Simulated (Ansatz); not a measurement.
# SiC: one crystal by all-electron and frozen-core methods

The same cell of SiC is computed with full-potential LAPW, PAW with frozen cores and all-electron PAW on datasets made for the crystal, to set the results side by side.

Computed with Ansatz 0.2.0 (DFT PBE, scalar-relativistic, unless a step's input says otherwise).

1 further run of the same task is left out (set aside as unsound or not needed).

## Step 1: The system as given

It takes space group P6_3mc (No. 186, hexagonal). Conventional cell: a = 3.076 Å, b = 3.076 Å, c = 5.048 Å, α = 90.00°, β = 90.00°, γ = 120.00°. Around Si (site symmetry 3m) lie 4 C at 1.87 to 1.94 Å. C (site symmetry 3m) has 4 Si at 1.87 to 1.94 Å as nearest neighbours.

Coordinates:

```xyz
4
Lattice="3.0760 0.0000 0.0000 -1.5380 2.6639 0.0000 0.0000 0.0000 5.0480" Properties=species:S:1:pos:R:3 pbc="T T T"
Si    0.0000    1.7759    0.0000
Si    1.5380    0.8880    2.5240
C     0.0000    1.7759    1.9435
C     1.5380    0.8880    4.4675
```

The structure is an experimental refinement, used without relaxation.

Atoms are numbered in the order of the input: Si1, Si2, C3, C4.

## Step 2: Full-potential LAPW

Input file input.yaml:

```yaml
crystal:
  lattice:
    - [3.0759982064, 0.0, 0.0]
    - [-1.5379991032, 2.6638925888, 0.0]
    - [0.0, 0.0, 5.048]
  atoms:
    - { symbol: Si, position: [0.3333333333, 0.6666666667, 0.0] }
    - { symbol: Si, position: [0.6666666667, 0.3333333333, 0.5] }
    - { symbol: C, position: [0.3333333333, 0.6666666667, 0.385] }
    - { symbol: C, position: [0.6666666667, 0.3333333333, 0.885] }
kpoints:
  mp_grid: { grid: [15, 15, 8] }
  band_path:
    path:
      - [0.0, 0.0, 0.0]
      - [0.5, 0.0, 0.0]
      - [0.3333333333, 0.3333333333, 0.0]
      - [0.0, 0.0, 0.0]
      - [0.0, 0.0, 0.5]
      - [0.5, 0.0, 0.5]
      - [0.3333333333, 0.3333333333, 0.5]
      - [0.0, 0.0, 0.5]
      - [0.5, 0.0, 0.5]
    npoints: 14
scf:
  occupations: { method: fermi_dirac, width: 0.08 }
hamiltonian:
  xc: pbe
  pseudopotentials: { kind: all_electron, lapw: { basis_error: 0.001 } }
output:
  forces: true
  stress: true
  eigenvalues: true
  populations: true
  dos: { projected: true, de: 0.2, e_range: [-14, 8] }
```

On the command line:

```console
$ ansatz run input.yaml --threads 1 --pin off --max-ram 4096MiB --backend cpu --events-out ev --progress --plain --runs-dir out
```

The program printed (excerpt; [...] marks lines left out):

```text
Si: projections on atomic orbitals take those of the free atom 1s2 2s2 2p6 3s2 3p2, of charge +0.00 (hamiltonian.pseudopotentials.projection_atoms)
C: projections on atomic orbitals take those of the free atom 1s2 2s2 2p2, of charge +0.00 (hamiltonian.pseudopotentials.projection_atoms)
LAPW: plane waves up to 9.673 Å⁻¹, error target 1.0e-3 eV per atom; small_component_spin mean_spin; C in spheres of 0.875 Å, 6 of its electrons in bands, Dirac shells []; Si in spheres of 0.993 Å, 12 of its electrons in bands, Dirac shells []
[...]
Pseudopotentials: kind: all_electron
Pseudopotential: Si, LAPW, valence charge 12, Koelling and Harmon's equation, gaussian nucleus
Pseudopotential: C, LAPW, valence charge 6, Koelling and Harmon's equation, gaussian nucleus
Functional definition: PBE
[...]
Crystal: 4 atoms, lattice volume = 41.364 Å³
Basis set: ecut = 356.4982640383603 eV, 627 PW (Γ), exchange–correlation at level 2
Bands: 22, of which v1, the nominal top of the filled ones, is band 18 counted from 1 (17 counted from 0)
Symmetry: 12 space group operations
Space group: P63mc (ITA 186), of the structure as read, at distance tolerance 3.5e-5 Å
k-points: 135 of 1800 (time reversal used)
[...]
SCF iter   1: F=—  HF=-17862.735957 eV  |F-HF|=—  |Δ(HF+E_count)|=         —  Δρ=1.42e-1  dr2=9.86e0  ethr=2.74e-2  ⟨swp⟩=2.0  Hψ=20878  notcnv=0
[...]
the basis was enlarged: its passes take 474.9 KiB over the memory plan, 1 of 1 planned eigensolver slots
[...]
SCF iter   7: F=-17859.021065 eV  HF=-17859.021065 eV  |F-HF|=9.13e-10  |Δ(HF+E_count)|=   2.19e-7  Δρ=4.18e-6  dr2=4.44e-9  ethr=2.32e-9  ⟨swp⟩=3.0  Hψ=8228  notcnv=0
[...]
NSCF: frozen V_eff on 113 k-points
SCF converged after 7 iterations
Free energy (F): -17859.021065 eV
[...]
E sigma→0 (E₀):  -17859.021065 eV
Fermi energy:    12.248995 eV
[...]
--- Forces (eV/Å), atoms counted from 1 ---
  atom   1  Si    -0.00000000     0.00000000     0.75229407
  atom   2  Si    -0.00000000    -0.00000000     0.75229407
  atom   3  C      0.00000000     0.00000000    -0.75231378
  atom   4  C     -0.00000000    -0.00000000    -0.75231378
[...]
--- Stress (GPa, compression-positive) ---
        5.321238      -0.000000      -0.000000
       -0.000000       5.321238      -0.000000
       -0.000000      -0.000000       0.494096
  P = ⅓ Tr σ = 3.7122 GPa (37.122 kbar)
--- Band table (eV; the first three rows and the last of 135) ---
  k-point 0: bands = ["-252.7603", "-252.7603", "-122.4009", "-122.4008", "-78.4593", "-78.4577", "-78.4351", "-78.4351", "-78.4348", "-78.4348", "-4.6633", "-1.1623", "2.3698", "9.5051", "9.5051", "10.7863", "10.7863", "11.0632", "15.6812", "17.0804", "17.5637", "17.5637"]
[...]
--- Löwdin populations: 4 sites ---
  site symbol       q [e]
     0     Si     12.9269
     1     Si     12.9269
     2      C      6.9954
     3      C      6.9954
  spilling = 0.003888 (of n_electrons = 40.000000)
```

It took 79 s on 1 thread of Arm Neoverse V2, shared host; peak memory 0.55 GiB.

In short: pressure 3.71 GPa; gap 2.32 eV, indirect from Γ to K; largest force 0.752 eV/Å.

Levels at the path's labelled points, in eV from the valence-band top:

| point | band 15 | band 16 | band 17 | band 18 | band 19 | band 20 | band 21 |
| --- | --- | --- | --- | --- | --- | --- | --- |
| Γ | -1.56 | -0.28 | -0.28 | 0.00 | 4.62 | 6.02 | 6.50 |
| M | -5.43 | -3.55 | -3.26 | -1.49 | 2.59 | 4.20 | 6.74 |
| K | -6.51 | -4.12 | -4.04 | -4.04 | 2.32 | 7.97 | 8.64 |
| Γ | -1.56 | -0.28 | -0.28 | 0.00 | 4.62 | 6.02 | 6.50 |
| A | -0.97 | -0.97 | -0.97 | -0.97 | 5.70 | 5.70 | 7.17 |
| L | -2.69 | -2.69 | -2.34 | -2.34 | 3.16 | 3.16 | 4.99 |
| H | -5.86 | -5.86 | -1.75 | -1.75 | 4.81 | 4.81 | 5.97 |
| A | -0.97 | -0.97 | -0.97 | -0.97 | 5.70 | 5.70 | 7.17 |
| L | -2.69 | -2.69 | -2.34 | -2.34 | 3.16 | 3.16 | 4.99 |

States per cell, counted by energy window (eV from the valence-band top, on a grid of 0.20 eV):

| from | to | total | C 2p | Si 3p | Si 3s | C 2s |
| --- | --- | --- | --- | --- | --- | --- |
| -10 | -9 | 0.00 | 0.00 | 0.00 | 0.00 | 0.00 |
| -9 | -8 | 0.59 | 0.30 | 0.10 | 0.17 | 0.02 |
| -8 | -7 | 1.38 | 0.68 | 0.23 | 0.36 | 0.09 |
| -7 | -6 | 1.06 | 0.53 | 0.25 | 0.15 | 0.12 |
| -6 | -5 | 1.19 | 0.63 | 0.35 | 0.11 | 0.09 |
| -5 | -4 | 1.45 | 0.83 | 0.43 | 0.09 | 0.08 |
| -4 | -3 | 1.86 | 1.16 | 0.55 | 0.08 | 0.06 |
| -3 | -2 | 2.27 | 1.55 | 0.58 | 0.05 | 0.04 |
| -2 | -1 | 1.82 | 1.38 | 0.37 | 0.02 | 0.02 |
| -1 | 0 | 0.38 | 0.33 | 0.04 | 0.00 | 0.00 |
| 0 | 1 | 0.00 | 0.00 | 0.00 | 0.00 | 0.00 |
| 1 | 2 | 0.00 | 0.00 | 0.00 | 0.00 | 0.00 |
| 2 | 3 | 0.15 | 0.02 | 0.06 | 0.02 | 0.02 |
| 3 | 4 | 1.20 | 0.16 | 0.51 | 0.10 | 0.18 |
| 4 | 5 | 1.49 | 0.22 | 0.64 | 0.15 | 0.20 |
| 5 | 6 | 1.43 | 0.23 | 0.55 | 0.21 | 0.12 |
| 6 | 7 | 2.11 | 0.34 | 0.81 | 0.30 | 0.18 |

## Step 3: PAW with frozen cores

Changes to input.yaml since step 2:

```diff
@@ -28,3 +28,3 @@
   xc: pbe
-  pseudopotentials: { kind: all_electron, lapw: { basis_error: 0.001 } }
+  pseudopotentials: { kind: paw }
 output:
@@ -33,3 +33,9 @@
   eigenvalues: true
+  efg: { contact_densities: true }
   populations: true
+  bader: true
   dos: { projected: true, de: 0.2, e_range: [-14, 8] }
+  write_density: true
+  write_potential: true
+  elf: true
+  volumetric_format: npy
```

On the command line:

```console
$ ansatz run input.yaml --threads 1 --pin off --max-ram 4096MiB --backend cpu --events-out ev --progress --plain --runs-dir out
```

The program printed:

```text
Engine: ansatz 0.2.0
Pseudopotentials: kind: paw
Pseudopotential: Si, paw, valence charge 4, recommended cutoff 420 eV (normal)
Pseudopotential: C, paw, valence charge 4, recommended cutoff 420 eV (normal)
Functional definition: PBE
  parameter kappa = 0.804
  parameter beta = 0.06672455060314922
  exchange = pbe_x(kappa = kappa, mu = beta*pi^2/3)
  correlation = pbe_c(beta = beta)
Crystal: 4 atoms, lattice volume = 41.364 Å³
Basis set: ecut = 420 eV, 785 PW (Γ), exchange–correlation on 48×48×72 points (8 copies of the dense FFT grid, shifted against one another)
Bands: 12, of which v1, the nominal top of the filled ones, is band 8 counted from 1 (7 counted from 0)
Symmetry: 12 space group operations
Space group: P63mc (ITA 186), of the structure as read, at distance tolerance 3.5e-5 Å
k-points: 135 of 1800 (time reversal used)
Non-local potential: Si, projectors of the file, l = 0: 2, l = 1: 2, l = 2: 2
Non-local potential: C, projectors of the file, l = 0: 2, l = 1: 2, l = 2: 1
PAW form: soft (Blöchl's): semilocal exchange-correlation on the pseudo side does not see the compensation charge
PAW one-centre angular grid: Si, 110 points (default); XC on 64 Gauss nodes
PAW one-centre angular grid: C, 110 points (default); XC on 64 Gauss nodes
Initial density: superposition of atomic densities (neutral atoms: chi_scale 0, normalization atom), corrected by the library's trained network
Initial wavefunctions: pseudopotential atomic-orbital guess
Functional: x = pbe(κ = 0.804, μ = 0.2195149727645171), c = pbe(β = 0.06672455060314922)
SCF iter   1: F=—  HF=-1774.266123 eV  |F-HF|=—  |Δ(HF+E_count)|=         —  Δρ=2.44e-3  dr2=2.63e-3  ethr=1.77e-3  ⟨swp⟩=5.1  Hψ=10569  notcnv=0
preconditioner: auto → none  [insulator: Δε(μ)=2.299 eV  Ē_g=11.907 eV  σ=0.080 eV  W_gap=1.00  n_scr=2 (ndim 8)  ℏωp=23.1 eV  f_vac=0.000  D(μ)=0.00/eV (n_scr^D=0)  ε∞_Penn≈4.8]
SCF iter   2: F=—  HF=-1774.266053 eV  |F-HF|=—  |Δ(HF+E_count)|=   6.99e-5  Δρ=8.83e-4  dr2=1.92e-4  ethr=1.64e-5  ⟨swp⟩=2.3  Hψ=3773  notcnv=0
SCF iter   3: F=—  HF=-1774.266082 eV  |F-HF|=—  |Δ(HF+E_count)|=   2.86e-5  Δρ=3.82e-4  dr2=2.50e-5  ethr=1.20e-6  ⟨swp⟩=2.0  Hψ=2463  notcnv=0
SCF iter   4: F=—  HF=-1774.266113 eV  |F-HF|=—  |Δ(HF+E_count)|=   3.15e-5  Δρ=6.60e-5  dr2=8.70e-7  ethr=1.56e-7  ⟨swp⟩=2.5  Hψ=2659  notcnv=0
iter 5 did not close the SCF: its close was put off for the readings that it lacked (scf_convergence_deferred on its scf_iter line)
SCF iter   5: F=-1774.266115 eV  HF=-1774.266115 eV  |F-HF|=1.50e-8  |Δ(HF+E_count)|=   1.37e-6  Δρ=6.49e-6  dr2=7.90e-9  ethr=5.44e-9  ⟨swp⟩=2.2  Hψ=2716  notcnv=0
SCF iter   6: F=-1774.266115 eV  HF=-1774.266115 eV  |F-HF|=1.73e-10  |Δ(HF+E_count)|=   1.70e-8  Δρ=7.90e-7  dr2=1.59e-10  ethr=4.94e-11  ⟨swp⟩=5.2  Hψ=8915  notcnv=0
SCF 1 converged in 6 iterations: F = -1774.266115 eV  dr2 = 1.59e-10
NSCF: frozen V_eff on 113 k-points
SCF converged after 6 iterations
Free energy (F): -1774.266115 eV
Harris-Foulkes:  -1774.266115 eV  (|F-HF|=1.73e-10)
Internal energy: -1774.266115 eV  (E = F + TS)
E sigma→0 (E₀):  -1774.266115 eV
Fermi energy:    10.969856 eV
--- Per-component energies (eV) ---
  E_band       = 57.481299
  E_kinetic    = 271.758145
  E_local      = -211.043813  (includes V_loc(G=0)·N_el)
  E_nonlocal   = 103.696624
  E_hartree    = 65.202333
  E_xc         = -211.132374
  E_vxc        = -218.904529  (∫ρ·V_xc dr)
  E_paw        = -1224.175958  (= ΣΔE_a)
  E_vpaw       = -18.429735  (= ΣTr[D̂ρ^β])
  E_aug_tail   = 0.000028  (compensation charges beyond the density's cutoff)
  E_ewald      = -568.571100
  E_smearing   = -0.000000  (= −TS)
  E_closure    = 0.000000  (closes the sum)
  Σ components = -1774.266115   (vs F -1774.266115, Δ=0.00e0)
--- Forces (eV/Å), atoms counted from 1 ---
  atom   1  Si     0.00000000     0.00000000     0.75265410
  atom   2  Si    -0.00000000    -0.00000000     0.75265410
  atom   3  C     -0.00000000     0.00000000    -0.75265668
  atom   4  C      0.00000000    -0.00000000    -0.75265668
  max |Σ_I F_I| component: 5.16e-6 eV/Å
--- Stress (GPa, compression-positive) ---
        5.318213      -0.000000      -0.000000
       -0.000000       5.318213       0.000000
       -0.000000       0.000000       0.453042
  P = ⅓ Tr σ = 3.6965 GPa (36.965 kbar)
--- PAW observables at the nuclei: V_zz in 10²¹ V/m², potentials from the cell's mean, atoms counted from 1 ---
  atom   1  Si V_zz =    +1.677290   η = 0.0000   by run symmetry: allowed
            electrostatic potential = -1362.143792 V   contact ρ = 12807.084467 e/Å³
  atom   2  Si V_zz =    +1.677290   η = 0.0000   by run symmetry: allowed
            electrostatic potential = -1362.143792 V   contact ρ = 12807.084467 e/Å³
  atom   3  C  V_zz =    +0.235300   η = 0.0000   by run symmetry: allowed
            electrostatic potential = -418.696507 V   contact ρ = 866.905187 e/Å³
  atom   4  C  V_zz =    +0.235300   η = 0.0000   by run symmetry: allowed
            electrostatic potential = -418.696507 V   contact ρ = 866.905187 e/Å³
--- Band table (eV; the first three rows and the last of 135) ---
  k-point 0: bands = ["-5.9424", "-2.4407", "1.0908", "8.2268", "8.2268", "9.5067", "9.5067", "9.7835", "14.4013", "15.7942", "16.2903", "16.2903"]
  k-point 1: bands = ["-5.8663", "-2.7555", "1.5317", "8.2687", "8.2687", "9.3263", "9.4498", "9.4498", "14.4719", "16.1446", "16.3139", "16.3139"]
  k-point 2: bands = ["-5.6393", "-3.4189", "2.5694", "8.2122", "8.3908", "8.3908", "9.2924", "9.2924", "14.6820", "16.4089", "16.4089", "16.6276"]
  k-point 134: bands = ["-1.1307", "-1.1307", "1.8459", "1.8459", "3.9282", "3.9282", "8.0333", "8.0333", "14.5979", "14.5979", "15.7508", "15.7508"]
--- Löwdin populations: 4 sites ---
  site symbol       q [e]
     0     Si      2.9211
     1     Si      2.9211
     2      C      4.9991
     3      C      4.9991
  spilling = 0.009979 (of n_electrons = 16.000000)
--- Bader charges: 4 sites ---
  site symbol  charge [e]  shift [e]
     0     Si      2.7821     0.0161
     1     Si      2.7821     0.0161
     2      C     -2.7821     0.0161
     3      C     -2.7821     0.0161
  estimated error of the sums over rays = 6.3e-4 e
```

It took 41 s on 1 thread of Arm Neoverse V2, shared host; peak memory 0.38 GiB.

This run gives: pressure 3.70 GPa; gap 2.33 eV, indirect from Γ to K; largest force 0.753 eV/Å; Vzz Si1 1.68 (η = 0.00), C3 0.24 (η = 0.00) (10²¹ V/m²).

| atom | Bader charge (e) | basin volume (Å³) |
| --- | --- | --- |
| Si1 | +2.78 | 4.59 |
| C3 | -2.78 | 16.09 |

Density in a lattice plane of the grid's cell (edges 3.08 and 5.05 Å, at 0.333 of the third edge), which holds Si and C.

Ten even steps from '0' (0.07 e/Å³) to '9' (1.81 e/Å³):
```
21112346898754
21111357999964
21001247999863
10000135788642
00000123565421
00000012344321
00000012233211
00000011111111
11111111000011
21112221000012
22222221000122
22222222100122
22222211111111
11111110000001
01110000000000
00000000000000
00000000000000
00000001111100
11011112222221
21111234555532
```
Columns run along the first of these edges and rows up along the second, over one cell in 14 and 20 even steps from the bottom left corner. Atoms in the plane (fractional): Si at (0.67, 0.50), C at (0.67, 0.89).

ELF in the same plane.

Ten even steps from '0' (0.06) to '9' (0.91):
```
86447898634689
86346887300488
74235787301478
53113677766777
31002478999986
20001368999975
10001247899863
32222333454433
55555542121125
87677763133147
88778874211268
87777875211368
76667765312367
55555543211234
34544321000012
23443210000001
12332110000001
32222333333333
53224677666676
85336888777888
```
Columns run along the first of these edges and rows up along the second, over one cell in 14 and 20 even steps from the bottom left corner. Atoms in the plane (fractional): Si at (0.67, 0.50), C at (0.67, 0.89).

Both are smooth fields of the valence electrons: close to the nuclei they are not physical.

Outside the cores ELF peaks at 0.93 on the C–Si line, 0.9 Å from C.

## Step 4: All-electron PAW on datasets made for the crystal

Changes to input.yaml since step 3:

```diff
@@ -23,3 +23,3 @@
       - [0.5, 0.0, 0.5]
-    npoints: 14
+    npoints: 8
 scf:
@@ -28,3 +28,3 @@
   xc: pbe
-  pseudopotentials: { kind: paw }
+  pseudopotentials: { kind: all_electron, datasets: crystal }
 output:
@@ -34,8 +34 @@
   efg: { contact_densities: true }
-  populations: true
-  bader: true
-  dos: { projected: true, de: 0.2, e_range: [-14, 8] }
-  write_density: true
-  write_potential: true
-  elf: true
-  volumetric_format: npy
```

On the command line:

```console
$ ansatz run input.yaml --threads 1 --pin off --max-ram 4096MiB --backend cpu --events-out ev --progress --plain --runs-dir out
```

The program printed (excerpt; [...] marks lines left out):

```text
[...]
band count auto-derived: 13 (N_el = 16.0; filled up to band 8; 12 by the electrons, moments and atoms)
[...]
Pseudopotentials: kind: all_electron
Pseudopotential: Si, paw, valence charge 12, recommended cutoff 340 eV (normal), Koelling and Harmon's equation, gaussian nucleus
Pseudopotential: C, paw, valence charge 4, recommended cutoff 340 eV (normal), Koelling and Harmon's equation, gaussian nucleus
Functional definition: PBE
[...]
Crystal: 4 atoms, lattice volume = 41.364 Å³
Basis set: ecut = 340 eV, 591 PW (Γ), exchange–correlation on 48×48×72 points (8 copies of the dense FFT grid, shifted against one another)
Bands: 13, of which v1, the nominal top of the filled ones, is band 8 counted from 1 (7 counted from 0)
Symmetry: 12 space group operations
Space group: P63mc (ITA 186), of the structure as read, at distance tolerance 3.5e-5 Å
k-points: 135 of 1800 (time reversal used)
[...]
WARN: these bands are not tested for levels that they lack, and near the highest can lack one: the test was left open at 1 of its k-points (by spin channel)
[...]
        5.315121      -0.000000      -0.000000
       -0.000000       5.315121      -0.000000
       -0.000000      -0.000000       0.491033
  P = ⅓ Tr σ = 3.7071 GPa (37.071 kbar)
  It holds what live shells' own plane waves past their cutoff add
--- PAW observables at the nuclei: V_zz in 10²¹ V/m², potentials from the cell's mean, atoms counted from 1 ---
  atom   1  Si V_zz =    +1.647851   η = 0.0000   by run symmetry: allowed
            electrostatic potential = -1361.954478 V   contact ρ = 12816.061067 e/Å³
  atom   2  Si V_zz =    +1.647851   η = 0.0000   by run symmetry: allowed
            electrostatic potential = -1361.954478 V   contact ρ = 12816.061067 e/Å³
  atom   3  C  V_zz =    +0.249547   η = 0.0000   by run symmetry: allowed
            electrostatic potential = -418.703987 V   contact ρ = 867.049969 e/Å³
  atom   4  C  V_zz =    +0.249547   η = 0.0000   by run symmetry: allowed
            electrostatic potential = -418.703987 V   contact ρ = 867.049969 e/Å³
--- Band table (eV; the first three rows and the last of 135) ---
  k-point 0: bands = ["-4.6633", "-1.1624", "2.3699", "9.5049", "9.5049", "10.7861", "10.7861", "11.0631", "15.6813"]
[...]
```

Wall time 33 s (1 thread of Arm Neoverse V2, shared host); peak memory 0.73 GiB.

Result: pressure 3.71 GPa; largest force 0.752 eV/Å; Vzz Si1 1.65 (η = 0.00), C3 0.25 (η = 0.00) (10²¹ V/m²).

| atom | contact density (e/Å³) |
| --- | --- |
| Si1 | 12816.06 |
| C3 | 867.05 |

## Step 5: Side by side

Highest filled and lowest empty level at the labelled points (eV from each run's valence-band top):

| point | LAPW top | LAPW bottom | PAW top | PAW bottom |
| --- | --- | --- | --- | --- |
| Γ | 0.00 | 4.62 | 0.00 | 4.62 |
| M | -1.49 | 2.59 | -1.49 | 2.59 |
| K | -4.04 | 2.32 | -4.04 | 2.33 |
| Γ | 0.00 | 4.62 | 0.00 | 4.62 |
| A | -0.97 | 5.70 | -0.97 | 5.70 |
| L | -2.34 | 3.16 | -2.34 | 3.17 |
| H | -1.75 | 4.81 | -1.75 | 4.81 |
| A | -0.97 | 5.70 | -0.97 | 5.70 |
| L | -2.34 | 3.16 | -2.34 | 3.17 |

| method | pressure (GPa) | gap on the k mesh (eV) | largest force (eV/Å) | Vzz Si1 (10²¹ V/m²) | Vzz C3 (10²¹ V/m²) | SCF cycles, all passes |
| --- | --- | --- | --- | --- | --- | --- |
| LAPW | 3.71 | 2.32 | 0.752 | – | – | 7 |
| PAW | 3.70 | 2.33 | 0.753 | 1.68 | 0.24 | 6 |
| crystal datasets | 3.71 | – | 0.752 | 1.65 | 0.25 | 8 |

## Step 6: What came out

| quantity | value |
| --- | --- |
| pressure | LAPW 3.71, PAW 3.70, crystal datasets 3.71 GPa |
| gap (LAPW) | 2.32 eV, indirect from Γ to K |
| largest force | LAPW 0.752, PAW 0.753, crystal datasets 0.752 eV/Å |
| Bader charges (PAW) | Si1 +2.78, C3 -2.78 e |
| highest ELF (PAW) | 0.93, 0.91 Å from C |

What this shows: At this geometry the cell is under compression of 3.7 GPa, so it would expand if let go. A gap opens: 2.32 eV, indirect from Γ to K. It is the Kohn-Sham gap of a semilocal functional, which mostly lies below the gap found in experiment. The top eV of the valence band is mostly C 2p (86 % of the projected weight). The projection holds only the free atom's occupied shells (Si 3s, Si 3p, C 2s, C 2p in this range). The field gradient at Si1, the largest by crystal datasets, is 1.68 by PAW and 1.65 by crystal datasets (10²¹ V/m²), within 5 %. PAW lies -0.02 GPa from LAPW in pressure and less than 0.01 eV in the gap. The forces differ by at most 1 meV/Å in a component, on a largest force of 0.752 eV/Å. The price, with the outputs that each input asks for: 79 s for LAPW against 41 s for PAW, about 1.9 to one.
